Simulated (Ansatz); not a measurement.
# SiO2 (Imma) in Ansatz: settings compared, part 2 of 2

Ansatz 0.2.0.

### 4 Single point, PBE

input.yaml

```yaml
crystal:
  lattice:
    - [-2.62333646, 4.776753505, 4.441674725]
    - [2.62333646, -4.776753505, 4.441674725]
    - [2.62333646, 4.776753505, -4.441674725]
  atoms:
    - { symbol: Si, position: [0.26034098, 0.84494489, 0.41539609] }
    - { symbol: Si, position: [0.0704512, 0.15505511, 0.91539609] }
    - { symbol: Si, position: [0.73965902, 0.15505511, 0.58460391] }
    - { symbol: Si, position: [0.9295488, 0.84494489, 0.08460391] }
    - { symbol: O, position: [0.5, 0.0, 0.5] }
    - { symbol: O, position: [0.0, 0.0, 0.0] }
    - { symbol: O, position: [0.79317541, 0.0, 0.29317541] }
    - { symbol: O, position: [0.20682459, 0.5, 0.20682459] }
    - { symbol: O, position: [0.20682459, 0.0, 0.70682459] }
    - { symbol: O, position: [0.79317541, 0.5, 0.79317541] }
    - { symbol: O, position: [0.86931113, 0.11931113, 0.75] }
    - { symbol: O, position: [0.13068887, 0.88068887, 0.25] }
hamiltonian:
  xc: pbe
  pseudopotentials: { kind: paw }
kpoints:
  mp_grid: { grid: [6, 6, 6] }
scf:
  occupations: { method: fermi_dirac, width: 0.05 }
basis:
  ecutwfc: "300 eV"
output:
  forces: true
  stress: true
  eigenvalues: true
  write_density: true
  write_potential: true
  elf: true
  volumetric_format: npy
```

Command:

```bash
$ ansatz run input.yaml --threads 4 --pin off --max-ram 11264MiB --backend cpu --events-out ev --progress --plain --runs-dir out
```

Run time: 11 s. Hardware: 4 threads of Arm Neoverse N1, shared host; peak memory 0.57 GiB.

The run converged. Its results:

| Item | Value |
| --- | --- |
| Free energy | -7092.5606 eV |
| Pressure | 3.3 GPa |
| Largest force | 0.305 eV/Å |
| Band gap on the k mesh | 5.46 eV, direct |

Forces on the atoms (eV/Å):
```
Si   0.000 -0.096 -0.047
Si   0.000 -0.096  0.047
Si   0.000  0.096  0.047
Si   0.000  0.096 -0.047
O    0.000  0.000  0.000
O    0.000  0.000  0.000
O    0.000 -0.305  0.000
O    0.000  0.305  0.000
O    0.000  0.305  0.000
O    0.000 -0.305  0.000
O    0.000  0.000 -0.241
O    0.000  0.000  0.241
```

Levels at points of the mesh, in eV from the valence-band top:
| k point | band 29 | band 30 | band 31 | band 32 | band 33 | band 34 | band 35 | band 36 |
| --- | --- | --- | --- | --- | --- | --- | --- | --- |
| (0.00, 0.00, 0.00) | -1.04 | -0.71 | -0.42 | 0.00 | 5.46 | 8.53 | 8.68 | 8.91 |
| (0.00, 0.00, -0.50) | -0.96 | -0.96 | -0.38 | -0.38 | 7.68 | 7.68 | 8.99 | 8.99 |
| (0.00, -0.50, 0.00) | -0.87 | -0.82 | -0.72 | -0.19 | 7.64 | 7.82 | 8.45 | 8.57 |
| (0.00, -0.50, -0.50) | -0.53 | -0.52 | -0.29 | -0.14 | 6.49 | 6.90 | 8.63 | 9.08 |
| (-0.50, -0.50, -0.50) | -0.55 | -0.23 | -0.21 | -0.02 | 7.47 | 7.49 | 7.76 | 7.79 |

Caveat: the pressure holds a Pulay correction of +15.8 GPa for the finite cutoff; the cutoff lies under the one recommended for these potentials. A k mesh can miss the band edges.

### 5 Single point, PBE

input.yaml, as its differences from that of step 4:

```diff
@@ -22,7 +22,5 @@
 kpoints:
-  mp_grid: { grid: [6, 6, 6] }
+  mp_grid: { grid: [4, 4, 4] }
 scf:
   occupations: { method: fermi_dirac, width: 0.05 }
-basis:
-  ecutwfc: "300 eV"
 output:
@@ -31,5 +29 @@
   eigenvalues: true
-  write_density: true
-  write_potential: true
-  elf: true
-  volumetric_format: npy
```

Potentials or basis: Ansatz PAW.

Command:

```bash
$ ansatz run input.yaml --threads 4 --pin off --max-ram 11264MiB --backend cpu --events-out ev --progress --plain --runs-dir out
```

Standard output:

```text
Warning: RAYON_NUM_THREADS=4 ignored (pool sized by the plan → 4); use --threads N
Engine: ansatz 0.2.0, aarch64-unknown-linux-gnu
Pseudopotentials: kind: paw
Pseudopotential: Si, paw, valence charge 4, recommended cutoff 420 eV (normal), Si.paw.azcp
Pseudopotential: O, paw, valence charge 6, recommended cutoff 420 eV (normal), O.paw.azcp
Functional definition: PBE
  parameter kappa = 0.804
  parameter beta = 0.06672455060314922
  exchange = pbe_x(kappa = kappa, mu = beta*pi^2/3)
[... 45 lines left out ...]
  Σ components = -7096.220276   (vs F -7096.220276, Δ=0.00e0)
--- Forces (eV/Å), atoms counted from 1 ---
  atom   1  Si     0.00000000    -0.08639783    -0.04515587
  atom   2  Si     0.00000000    -0.08639783     0.04515587
  atom   3  Si     0.00000000     0.08639783     0.04515587
  atom   4  Si     0.00000000     0.08639783    -0.04515587
  atom   5  O      0.00000000    -0.00000000     0.00000000
  atom   6  O      0.00000000     0.00000000     0.00000000
  atom   7  O      0.00000000    -0.30455948    -0.00000000
  atom   8  O      0.00000000     0.30455948     0.00000000
  atom   9  O      0.00000000     0.30455948     0.00000000
  atom  10  O      0.00000000    -0.30455948    -0.00000000
  atom  11  O      0.00000000     0.00000000    -0.25386965
  atom  12  O      0.00000000     0.00000000     0.25386965
  max |Σ_I F_I| component: 1.11e-16 eV/Å
--- Stress (GPa, compression-positive) ---
        3.429850       0.000000       0.000000
        0.000000       3.369250       0.000000
        0.000000       0.000000       3.465726
  P = ⅓ Tr σ = 3.4216 GPa (34.216 kbar)
--- Band table (eV; the first three rows and the last of 18) ---
  k-point 0: bands = ["-20.0226", "-19.1084", "-18.6472", "-18.5568", "-18.0283", "-17.9728", "-17.9611", "-17.9467", "-9.4467", "-9.0097", "-8.4221", "-6.3058", "-6.1732", "-6.1564", "-6.0882", "-5.6130", "-3.9564", "-3.6896", "-3.1248", "-3.0852", "-2.6360", "-2.6206", "-2.5749", "-2.5638", "-1.9744", "-1.9331", "-1.9330", "-1.7288", "-1.5615", "-1.2226", "-0.9329", "-0.5140", "4.9771", "8.0120", "8.1943", "8.4212", "8.6132", "8.7543", "9.0742", "9.4078", "9.4720"]
  k-point 1: bands = ["-19.8751", "-19.0102", "-18.9749", "-18.5591", "-18.0163", "-17.9761", "-17.9549", "-17.9491", "-9.3763", "-8.5792", "-8.4268", "-6.4754", "-6.2093", "-6.1788", "-6.0298", "-5.6026", "-3.9277", "-3.7874", "-3.2929", "-2.9690", "-2.8851", "-2.6365", "-2.5690", "-2.3896", "-2.1666", "-2.0007", "-1.9431", "-1.7328", "-1.6387", "-1.3031", "-0.8451", "-0.8274", "5.6489", "8.0008", "8.3135", "8.5999", "8.7318", "8.9660", "9.3808", "9.4186", "9.7297"]
  k-point 2: bands = ["-19.4774", "-19.4774", "-18.7714", "-18.7714", "-17.9952", "-17.9952", "-17.9492", "-17.9492", "-8.9880", "-8.9880", "-7.3420", "-7.3420", "-6.1555", "-6.1555", "-5.7852", "-5.7852", "-3.9196", "-3.9196", "-3.2294", "-3.2294", "-2.7719", "-2.7719", "-2.3828", "-2.3828", "-2.2400", "-2.2400", "-1.9434", "-1.9434", "-1.4747", "-1.4747", "-0.9033", "-0.9033", "7.1753", "7.1753", "8.4889", "8.4889", "8.6844", "8.6844", "9.3577", "9.3577", "9.9808"]
  k-point 17: bands = ["-19.6321", "-19.5816", "-19.1190", "-17.9837", "-17.9737", "-17.9715", "-17.9665", "-17.9504", "-10.4347", "-8.2192", "-7.2618", "-7.2295", "-6.4372", "-5.9831", "-5.7854", "-5.7686", "-3.8105", "-3.6847", "-3.3907", "-3.2824", "-2.8352", "-2.6647", "-2.5480", "-2.4324", "-2.2834", "-2.2279", "-2.0882", "-1.8474", "-1.0684", "-0.7483", "-0.7200", "-0.5370", "6.9933", "6.9936", "7.2495", "7.2841", "8.3252", "8.5463", "8.6396", "9.8746", "9.8914"]
```

It took 5.9 s on 4 threads of Arm Neoverse N1, shared host; peak memory 0.62 GiB.

Results:

```yaml
Free_energy: -7096.2203 eV
Pressure: 3.4 GPa
Largest_force: 0.305 eV/Å
Band_gap_on_the_k_mesh: 5.49 eV, direct
```

Forces in eV/Å, atoms in the order of the input:
```
Si   0.000 -0.086 -0.045
Si   0.000 -0.086  0.045
Si   0.000  0.086  0.045
Si   0.000  0.086 -0.045
O    0.000  0.000  0.000
O    0.000  0.000  0.000
O    0.000 -0.305  0.000
O    0.000  0.305  0.000
O    0.000  0.305  0.000
O    0.000 -0.305  0.000
O    0.000  0.000 -0.254
O    0.000  0.000  0.254
```

Caveat: the pressure holds a Pulay correction of +0.4 GPa for the finite cutoff.

### 6 Summary

```csv
task,level,cell,k mesh,cutoff (eV),gap on the mesh (eV),pressure (GPa),relaxed volume (Å³/atom),largest force (eV/Å)
relaxation of cell and atoms,LDA,relaxed,6 × 6 × 6,420,5.43,0.0,18.32,-
relaxation of cell and atoms,r2SCAN,relaxed,6 × 6 × 6,500,6.18,0.0,18.55,-
single point,PBE,as given,6 × 6 × 6,300,5.46,3.3,-,0.30
single point,PBE,as given,4 × 4 × 4,420,5.49,3.4,-,0.30
```

Alike in all rows: potentials or basis Ansatz PAW; no spin polarisation; smearing fermi-dirac 0.05 eV.

Caveats: the plane-wave basis is chosen anew once the cell has moved, so the energies of steps on either side of that aren't comparable (some runs); the PAW data sets come from PBE, with cores solved anew for the run's functional, which leaves a small shift of forces and pressure (some runs); the pressure holds a Pulay correction of +15.8 GPa for the finite cutoff (some runs); the cutoff lies under the one recommended for these potentials (some runs).

Total energies depend on the potentials used, so only differences within one code and one set of settings carry meaning.
